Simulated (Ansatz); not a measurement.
# SiO2: the cost of one run

All numbers below are computed with Ansatz 0.2.0 (DFT PBE, scalar-relativistic, plane waves, PAW).

1 further run of the same task is left out (set aside as unsound or not needed).

**1. Starting point**

The cell holds 24 atoms (O16Si8): a = 7.568 Å, b = 6.843 Å, c = 7.214 Å, α = 86.95°, β = 94.06°, γ = 88.64°.

It is the last frame of an earlier stage of the same melt, run at 4000 K.

Its coordinates follow in the input file.

**2. Dynamics at 4000 K**

One k point, a Fermi-Dirac width of 0.345 eV and a fixed cell.

The input, input.yaml:

```yaml
crystal:
  lattice:
    - [7.562919, 0.088626, -0.262941]
    - [0.088626, 6.839925, 0.18844]
    - [-0.262941, 0.18844, 7.206582]
  atoms:
    - { symbol: Si, position: [0.005896317, 0.4503716014, 0.5864740793] }
    - { symbol: Si, position: [0.8336138641, 0.8437868303, 0.0049935269] }
    - { symbol: Si, position: [0.9692138757, 0.1631248382, 0.2945154386] }
    - { symbol: Si, position: [0.2432923949, 0.9524245895, 0.8253016653] }
    - { symbol: Si, position: [0.3465274741, 0.2914311443, 0.3101891618] }
    - { symbol: Si, position: [0.444838502, 0.9050268246, 0.5262210641] }
    - { symbol: Si, position: [0.3410085719, 0.4399435773, 0.7748006272] }
    - { symbol: Si, position: [0.3516619815, 0.6109101102, 0.2398233237] }
    - { symbol: O, position: [0.3682323897, 0.4613500409, 0.4321004652] }
    - { symbol: O, position: [0.6407079411, 0.743091778, 0.0852528201] }
    - { symbol: O, position: [0.1988690969, 0.8863936118, 0.5842556149] }
    - { symbol: O, position: [0.2859367643, 0.1914733896, 0.7322537524] }
    - { symbol: O, position: [0.2638015104, 0.6561236204, 0.874437237] }
    - { symbol: O, position: [0.3798153064, 0.3681561157, 0.1371246887] }
    - { symbol: O, position: [0.861877303, 0.8895846292, 0.7399909065] }
    - { symbol: O, position: [0.3807176613, 0.8121007066, 0.3234231682] }
    - { symbol: O, position: [0.9659028301, 0.3954210232, 0.3807537882] }
    - { symbol: O, position: [0.853215898, 0.3823930425, 0.705938556] }
    - { symbol: O, position: [0.9416337965, 0.074302427, 0.0090132359] }
    - { symbol: O, position: [0.9534186453, 0.9304938801, 0.3368625118] }
    - { symbol: O, position: [0.170869838, 0.1619132511, 0.2781264515] }
    - { symbol: O, position: [0.6282368058, 0.8166494496, 0.3925620689] }
    - { symbol: O, position: [0.4579401771, 0.8877622227, 0.7984173395] }
    - { symbol: O, position: [0.5233981476, 0.1108422656, 0.3764402304] }
  symmetry: { detect: false }
basis:
  ecutwfc: 420
kpoints:
  mp_grid: { grid: [1, 1, 1], shift: [0.0, 0.0, 0.0] }
hamiltonian:
  xc: pbe
scf:
  occupations: { method: fermi_dirac, width: 0.3447 }
  lower_state_search: "off"
  convergence: { dr2_threshold: 1.0e-06 }
output:
  forces: true
  stress: true
md:
  timestep: 2.0
  n_steps: 234
  ensemble: nvt_langevin
  friction: 0.03
  temperature: 4000.0
  initial_velocities: maxwell_boltzmann
  seed: 52156
```

Started as:

```sh
ansatz run input.yaml --threads 2 --pin off --max-ram 5120MiB --backend cpu --events-out ev --progress --plain --runs-dir out
```

**Question.** How long does this run take on 2 threads of Arm Neoverse V2, shared host, and how much memory does it need?

About 5.6 min, with a peak of 0.45 GiB.
